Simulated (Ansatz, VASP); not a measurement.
## MnS: VASP beside Ansatz

Contents of INCAR:

```
PREC = Accurate
ENCUT = 520
EDIFF = 1E-6
ISMEAR = 0
SIGMA = 0.05
LREAL = False
LASPH = True
NELM = 150
ALGO = Normal
ISIF = 2
LWAVE = False
LCHARG = True
ISPIN = 2
MAGMOM = 4 0
LORBIT = 11
LMAXMIX = 4
GGA = PS
LELF = True
LVHAR = True
NBANDS = 20
```

Contents of KPOINTS:

```
Automatic mesh
0
Gamma
  10 10 10
```

POSCAR

```
MnS
1.0
    0.0000000000      2.6045000000      2.6045000000
    2.6045000000      0.0000000000      2.6045000000
    2.6045000000      2.6045000000      0.0000000000
Mn S
1 1
Direct
    0.0000000000      0.0000000000      0.0000000000
    0.5000000000      0.5000000000      0.5000000000
```

Input for Ansatz:

```yaml
crystal:
  lattice:
    - [0.0, 2.6045, 2.6045]
    - [2.6045, 0.0, 2.6045]
    - [2.6045, 2.6045, 0.0]
  atoms:
    - { symbol: Mn, position: [0.0, 0.0, 0.0], spin: 4.0 }
    - { symbol: S, position: [0.5, 0.5, 0.5] }
magnetization:
  spin_polarized: true
basis:
  ecutwfc: 500
  fft_grid_basis: typed
kpoints:
  mp_grid: { grid: [10, 10, 10] }
hamiltonian:
  xc: pbesol
  pseudopotentials: { kind: paw }
scf:
  occupations: { method: gaussian, width: 0.05 }
output:
  forces: true
  stress: true
  eigenvalues: true
  bader: true
  write_density: true
  volumetric_format: npy
  populations: true
  elf: true
```

Alike in both runs: task single point; functional PBEsol; k mesh 10 × 10 × 10; occupations gaussian, width 0.05 eV; collinear spin.

|  | VASP | Ansatz |
| --- | --- | --- |
| version | VASP 6.6.1 | Ansatz 0.2.0 |
| potentials or method | VASP PAW PBE potentials, release 64 (Mn_pv, S) | scalar-relativistic, plane waves, PAW |
| plane-wave cutoff (eV) | 520 | 500 |
| valence electrons in the cell | 19 | 21 |

```csv
,VASP,Ansatz,Ansatz less VASP
gap on the k mesh at the Fermi level (eV),none,none,-
pressure (GPa),-6.8,-6.9,-0.11
net moment per atom (μB),2.36,2.36,-0.001
size of the moment on the site where the two differ most (μB),4.25,4.20,-0.048
```

Site moments also hang on the region over which each program counts them. A gap of «none» marks a metal or a gap that the smearing closes. The functional is the same, so the differences come from potentials, cutoffs and numerics. The two sets of potentials don't hold the same shells in valence.

Caveats: the PAW data sets were made with another functional, which shifts forces and pressure a little (VASP); a cell with one magnetic atom can't hold antiferromagnetic order, which such compounds often take; semilocal functionals often make such compounds metallic where correlation or magnetic order opens a gap, which also shifts bond lengths.
